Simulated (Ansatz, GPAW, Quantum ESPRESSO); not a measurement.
Ir: 4 runs at one level of theory

```
Ir
1.0
     0.00000    1.91560    1.91560
     1.91560    0.00000    1.91560
     1.91560    1.91560    0.00000
Ir
1
Direct
  0.00000 0.00000 0.00000
```

Alike in all runs: task equation of state; functional LDA; k mesh 12 × 12 × 12; occupations fermi-dirac, width 0.05 eV; no spin polarisation; no spin-orbit coupling. LDA stands for any of its common fits.

```json
{"program and potentials": "Quantum ESPRESSO, PseudoDojo 0.4.1 SR LDA standard", "plane-wave cutoff (eV)": "762", "notes": "-", "equilibrium volume (Å³/atom)": "13.79", "bulk modulus (GPa)": "408.1"}
{"program and potentials": "GPAW, the program's PAW data sets (release 1.2.1) made for this functional", "plane-wave cutoff (eV)": "600", "notes": "-", "equilibrium volume (Å³/atom)": "13.75", "bulk modulus (GPa)": "405.7"}
{"program and potentials": "GPAW, the program's PAW data sets (release 1.2.1) made for this functional, other valence", "plane-wave cutoff (eV)": "600", "notes": "-", "equilibrium volume (Å³/atom)": "14.06", "bulk modulus (GPa)": "408.1"}
{"program and potentials": "Ansatz, all-electron LAPW, scalar-relativistic", "plane-wave cutoff (eV)": "-", "notes": "-", "equilibrium volume (Å³/atom)": "13.82", "bulk modulus (GPa)": "406.0"}
```

The equilibrium volume spans 13.75 (GPAW, the program's PAW data sets (release 1.2.1) made for this functional) to 14.06 Å³/atom (GPAW, the program's PAW data sets (release 1.2.1) made for this functional, other valence), with all-electron results at 13.82. The bulk modulus spans 405.7 (GPAW, the program's PAW data sets (release 1.2.1) made for this functional) to 408.1 GPa (GPAW, the program's PAW data sets (release 1.2.1) made for this functional, other valence), with all-electron results at 406.0. For a metal such a mesh isn't converged, which the comparison doesn't need.

Differences between rows come from potentials, basis sets and numerical settings, since the functional is the same but for its coding. Runs on potential files found faulty are left out.

The outlier is the GPAW data set with the other valence, which puts the equilibrium volume at 14.06 Å³/atom against the all-electron 13.82, while the other two pseudized descriptions stay close to that reference. Its bulk modulus nevertheless agrees with the rest, so agreement in stiffness alone doesn't validate a potential. Because a metal stiffens on compression, this data set would be the stiffer one if compared at a common volume. A different treatment of the 5p semicore shell, whose response matters when the atoms are squeezed together, is a probable cause.

The high bulk modulus common to all rows reflects iridium's strong 5d bonding: the bonding part of the band is full and the antibonding part only partly occupied. All values lie above the measured stiffness, and the all-electron volume is below the measured one, as expected from LDA overbinding. The outlier's volume is closer to experiment, but this probably comes from error cancellation and doesn't make it the better potential.
